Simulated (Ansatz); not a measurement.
# HfO2 (P4_2/nmc) in Ansatz: Born charges and dielectric tensor with PBE

Aim: the Born charges and dielectric tensor of HfO2 with PBE.

Everything below comes from runs of Ansatz 0.2.0. Logs are shortened: lines on timing, memory, paths and dates and some standing lists are left out, and cuts for length are marked.

**1. The structure**

The structure is tetragonal, space group P4_2/nmc (No. 137). The conventional cell has a = 3.558 Å, b = 3.558 Å, c = 5.172 Å, α = 90.00°, β = 90.00°, γ = 90.00°. Around Hf (site symmetry -4m2) lie 4 O at 2.05 Å. Around O (site symmetry 2mm) lie 2 Hf at 2.05 Å.

Measurements of this composition are mostly on another form, of space group No. 14.

**2. Born charges and dielectric tensor, PBE**

Input file input.yaml:

```yaml
crystal:
  lattice:
    - [3.55801933, 0.0, 0.0]
    - [0.0, 3.55801933, 0.0]
    - [0.0, 0.0, 5.17186121]
  atoms:
    - { symbol: Hf, position: [0.0, 0.0, 0.0] }
    - { symbol: Hf, position: [0.5, 0.5, 0.5] }
    - { symbol: O, position: [0.0, 0.5, 0.19720788] }
    - { symbol: O, position: [0.5, 0.0, 0.30279212] }
    - { symbol: O, position: [0.5, 0.0, 0.80279212] }
    - { symbol: O, position: [0.0, 0.5, 0.69720788] }
hamiltonian:
  xc: pbe
  pseudopotentials: { kind: paw }
kpoints:
  mp_grid: { grid: [6, 6, 6] }
scf:
  occupations: { method: fixed }
output:
  eigenvalues: true
dielectric:
  method: response
```

Potentials or basis: Ansatz PAW.

Command:

```console
> ansatz run input.yaml --threads 2 --pin off --max-ram 5632MiB --backend cpu --events-out ev --progress --plain --runs-dir out
```

The program printed:

```text
Warning: RAYON_NUM_THREADS=2 ignored (pool sized by the plan → 2); use --threads N
Engine: ansatz 0.2.0, aarch64-unknown-linux-gnu
Pseudopotentials: kind: paw
Pseudopotential: Hf, paw, valence charge 26, recommended cutoff 420 eV (normal), Hf.paw.azcp
Pseudopotential: O, paw, valence charge 6, recommended cutoff 420 eV (normal), O.paw.azcp
Functional definition: PBE
  parameter kappa = 0.804
  parameter beta = 0.06672455060314922
  exchange = pbe_x(kappa = kappa, mu = beta*pi^2/3)
  correlation = pbe_c(beta = beta)
Crystal: 6 atoms, lattice volume = 65.473 Å³
Basis set: ecut = 420 eV, 1277 PW (Γ), exchange–correlation on 48×48×72 points (8 copies of the dense FFT grid, shifted against one another)
Bands: 46, of which v1, the nominal top of the filled ones, is band 38 counted from 1 (37 counted from 0)
Symmetry: 16 space group operations
k-points: 80 of 216 (irreducible under 2 space group operations, time reversal used)
Non-local potential: Hf, projectors of the file, l = 0: 3, l = 1: 2, l = 2: 2, l = 3: 3
Non-local potential: O, projectors of the file, l = 0: 2, l = 1: 2, l = 2: 1
PAW form: soft (Blöchl's): semilocal exchange-correlation on the pseudo side does not see the compensation charge
PAW one-centre angular grid: Hf, 590 points (default); XC on 64 Gauss nodes
PAW one-centre angular grid: O, 110 points (default); XC on 64 Gauss nodes
Initial density: superposition of atomic densities (neutral atoms: chi_scale 0, normalization atom), corrected by the library's trained network
Initial wavefunctions: pseudopotential atomic-orbital guess
Functional: x = pbe(κ = 0.804, μ = 0.2195149727645171), c = pbe(β = 0.06672455060314922)
SCF iter   1: F=—  HF=-33722.957194 eV  |F-HF|=—  |Δ(HF+E_count)|=         —  Δρ=3.41e-3  dr2=1.98e-3  ethr=1.77e-3  ⟨swp⟩=4.1  Hψ=10304  notcnv=0  defer=322
preconditioner: auto → Resta (q_TF=auto, 2.797 Å⁻¹)  ε∞=5.5  [insulator: Δε(μ)=4.757 eV  Ē_g=18.361 eV  n_scr=28 (ndim 8)  ℏωp=38.9 eV  f_vac=0.056  ε∞_Penn≈5.5]
SCF iter   2: F=—  HF=-33722.958292 eV  |F-HF|=—  |Δ(HF+E_count)|=   1.10e-3  Δρ=1.84e-3  dr2=7.31e-4  ethr=2.61e-6  ⟨swp⟩=2.1  Hψ=7305  notcnv=0  defer=480
SCF iter   3: F=—  HF=-33722.958754 eV  |F-HF|=—  |Δ(HF+E_count)|=   4.62e-4  Δρ=5.16e-4  dr2=1.45e-4  ethr=9.62e-7  ⟨swp⟩=2.0  Hψ=5943  notcnv=0  defer=480
SCF iter   4: F=—  HF=-33722.958720 eV  |F-HF|=—  |Δ(HF+E_count)|=   3.45e-5  Δρ=1.70e-4  dr2=1.80e-5  ethr=1.90e-7  ⟨swp⟩=2.0  Hψ=5782  notcnv=0  defer=297
SCF iter   5: F=—  HF=-33722.958729 eV  |F-HF|=—  |Δ(HF+E_count)|=   9.09e-6  Δρ=8.39e-5  dr2=4.70e-6  ethr=2.36e-8  ⟨swp⟩=2.0  Hψ=5425  notcnv=0  defer=297
SCF iter   6: F=—  HF=-33722.958729 eV  |F-HF|=—  |Δ(HF+E_count)|=   1.79e-7  Δρ=2.91e-5  dr2=7.24e-7  ethr=6.18e-9  ⟨swp⟩=2.0  Hψ=5530  notcnv=0  defer=297
SCF iter   7: F=—  HF=-33722.958730 eV  |F-HF|=—  |Δ(HF+E_count)|=   6.83e-7  Δρ=1.53e-5  dr2=9.34e-8  ethr=9.52e-10  ⟨swp⟩=2.0  Hψ=5625  notcnv=0  defer=297
SCF iter   8: F=—  HF=-33722.958730 eV  |F-HF|=—  |Δ(HF+E_count)|=   1.39e-7  Δρ=1.40e-6  dr2=8.91e-10  ethr=1.23e-10  ⟨swp⟩=2.1  Hψ=5850  notcnv=0  defer=297
[... 30 lines left out ...]
  E_hartree    = 5316.546671
  E_xc         = -897.070881
  E_vxc        = -911.654407  (∫ρ·V_xc dr)
  E_paw        = -14487.568367  (= ΣΔE_a)
  E_vpaw       = 2706.045835  (= ΣTr[D̂ρ^β])
  E_aug_tail   = 0.010097  (compensation charges beyond the density's cutoff)
  E_ewald      = -11327.768996
  E_smearing   = -0.000000  (= −TS)
  E_closure    = 0.000000  (closes the sum)
  Σ components = -33722.958730   (vs F -33722.958730, Δ=0.00e0)
--- Band table (eV; the first three rows and the last of 80) ---
  k-point 0: bands = ["-44.9280", "-44.9107", "-14.0150", "-13.6337", "-13.6337", "-13.5697", "-13.5194", "-13.5194", "-2.8968", "-1.2801", "-0.9224", "-0.4474", "5.2032", "5.2032", "5.2094", "5.2172", "5.2172", "5.2375", "5.2378", "5.2462", "5.2462", "5.2635", "5.2659", "5.2659", "5.2744", "5.4349", "9.8545", "10.4180", "10.6248", "10.6248", "12.5769", "12.5769", "13.8945", "13.8945", "14.5269", "15.0831", "15.1360", "15.1360", "19.9761", "19.9918", "21.2264", "21.4489", "21.7582", "22.8467", "24.3595", "24.3595"]
  k-point 1: bands = ["-44.9268", "-44.9119", "-13.9877", "-13.6261", "-13.6261", "-13.6024", "-13.5271", "-13.5271", "-2.7810", "-1.2267", "-1.0873", "-0.4958", "5.2044", "5.2044", "5.2092", "5.2183", "5.2183", "5.2392", "5.2452", "5.2452", "5.2480", "5.2617", "5.2639", "5.2643", "5.2643", "5.4152", "10.1051", "10.6899", "10.6999", "10.6999", "12.3056", "12.3056", "14.0859", "14.1158", "14.1158", "14.6608", "15.1537", "15.1537", "20.0733", "20.1266", "21.2237", "21.3298", "22.1187", "23.2778", "24.4011", "24.4011"]
  k-point 2: bands = ["-44.9237", "-44.9150", "-13.9113", "-13.6892", "-13.6054", "-13.6054", "-13.5481", "-13.5481", "-2.4575", "-1.4938", "-1.0773", "-0.6483", "5.2071", "5.2071", "5.2126", "5.2199", "5.2199", "5.2423", "5.2438", "5.2438", "5.2439", "5.2569", "5.2607", "5.2607", "5.2753", "5.3684", "10.8119", "10.9177", "10.9177", "11.4357", "11.8130", "11.8130", "13.0422", "13.6625", "14.4411", "14.4411", "15.1884", "15.1884", "20.3053", "20.5169", "21.0247", "21.1960", "22.9102", "24.2361", "24.5476", "24.5476"]
  k-point 79: bands = ["-44.9080", "-44.9080", "-13.8751", "-13.8751", "-13.8751", "-13.8751", "-13.6771", "-13.6771", "-0.9035", "-0.9035", "-0.9035", "-0.9035", "5.1944", "5.1944", "5.2107", "5.2107", "5.2208", "5.2208", "5.2208", "5.2208", "5.2247", "5.2247", "5.2739", "5.2739", "5.2739", "5.2739", "10.6916", "10.6916", "10.7472", "10.7472", "13.3079", "13.3079", "13.3079", "13.3079", "13.7785", "13.7785", "15.1918", "15.1918", "21.2337", "21.2337", "21.5536", "21.5536", "22.6902", "22.6902", "22.6902", "22.6902"]
--- Dielectric response (ions clamped): 3 representative field directions + reference, inside a basis on a mesh of 216 k-points (Σ response iterations 18) ---
  ε∞ (high-frequency dielectric tensor):
        5.243268     0.000000     0.000000
        0.000000     5.243268     0.000000
        0.000000     0.000000     4.727084
  Born effective charges Z* (e; rows j = field, columns β = displacement):
    site 0:
         5.55016   -0.00000    0.00000
        -0.00000    5.55016    0.00000
        -0.00000   -0.00000    4.80726
    site 1:
         5.55016   -0.00000   -0.00000
        -0.00000    5.55016   -0.00000
         0.00000    0.00000    4.80726
    site 2:
        -2.07679   -0.00000    0.00000
         0.00000   -3.47337   -0.00000
         0.00000   -0.00000   -2.40363
    site 3:
        -2.07679   -0.00000   -0.00000
         0.00000   -3.47337   -0.00000
        -0.00000    0.00000   -2.40363
    site 4:
        -3.47337    0.00000   -0.00000
        -0.00000   -2.07679    0.00000
         0.00000    0.00000   -2.40363
    site 5:
        -3.47337    0.00000    0.00000
        -0.00000   -2.07679   -0.00000
         0.00000    0.00000   -2.40363
  Z* charge neutrality: 3.283e-3 e pre-enforcement
  solved inside a basis spanned on kpoints, on 6×6×6 k-points, its susceptibility summed on 10×10×8: ε∞ is read to err by 1.5e-2, Z* by 2.8e-2 e (field_mesh: kpoints solves on kpoints); Z* is corrected for what the basis lacks
```

Run time: 79 s. Hardware: 2 threads of Arm Neoverse V1, shared host; peak memory 1.1 GiB.

Results:

* Free energy: -33722.9587 eV
* Band gap on the k mesh: 4.77 eV, indirect (least direct gap 4.84 eV)
* Electronic dielectric tensor (diagonal): 5.24, 5.24, 4.73
* Born charges (mean of the diagonal): Hf +5.30; O -2.65 e

Levels at points of the mesh, in eV from the valence-band top:
| k point | band 35 | band 36 | band 37 | band 38 | band 39 | band 40 | band 41 | band 42 |
| --- | --- | --- | --- | --- | --- | --- | --- | --- |
| (0.00, 0.00, 0.00) | -0.68 | -0.12 | -0.07 | -0.07 | 4.77 | 4.79 | 6.02 | 6.24 |
| (0.00, 0.00, -0.50) | -0.63 | -0.63 | 0.00 | 0.00 | 5.44 | 5.44 | 5.75 | 5.75 |
| (0.00, -0.50, 0.00) | -1.40 | -1.40 | -0.14 | -0.14 | 5.18 | 5.18 | 6.21 | 6.21 |
| (0.00, -0.50, -0.50) | -1.37 | -1.37 | -0.94 | -0.94 | 5.32 | 5.32 | 5.68 | 5.68 |
| (-0.50, 0.00, 0.00) | -1.40 | -1.40 | -0.14 | -0.14 | 5.18 | 5.18 | 6.21 | 6.21 |
| (-0.50, 0.00, -0.50) | -1.37 | -1.37 | -0.94 | -0.94 | 5.32 | 5.32 | 5.68 | 5.68 |
| (-0.50, -0.50, 0.00) | -0.80 | -0.80 | -0.50 | -0.50 | 5.81 | 5.81 | 6.20 | 6.20 |
| (-0.50, -0.50, -0.50) | -1.43 | -1.43 | -0.01 | -0.01 | 6.03 | 6.03 | 6.35 | 6.35 |

Electronic dielectric tensor:
```
5.24 0.00 0.00
0.00 5.24 0.00
0.00 0.00 4.73
```

Born effective charge tensors (e):
atom 1, Hf
```
5.55 0.00 0.00
0.00 5.55 0.00
0.00 0.00 4.81
```
atom 2, Hf
```
5.55 0.00 0.00
0.00 5.55 0.00
0.00 0.00 4.81
```
atom 3, O
```
-2.08  0.00  0.00
 0.00 -3.47  0.00
 0.00  0.00 -2.40
```
atom 4, O
```
-2.08  0.00  0.00
 0.00 -3.47  0.00
 0.00  0.00 -2.40
```
atom 5, O
```
-3.47  0.00  0.00
 0.00 -2.08  0.00
 0.00  0.00 -2.40
```
atom 6, O
```
-3.47  0.00  0.00
 0.00 -2.08  0.00
 0.00  0.00 -2.40
```

Caveat: spin-orbit coupling is left out, which moves the levels of the heavy elements. A k mesh can miss the band edges.
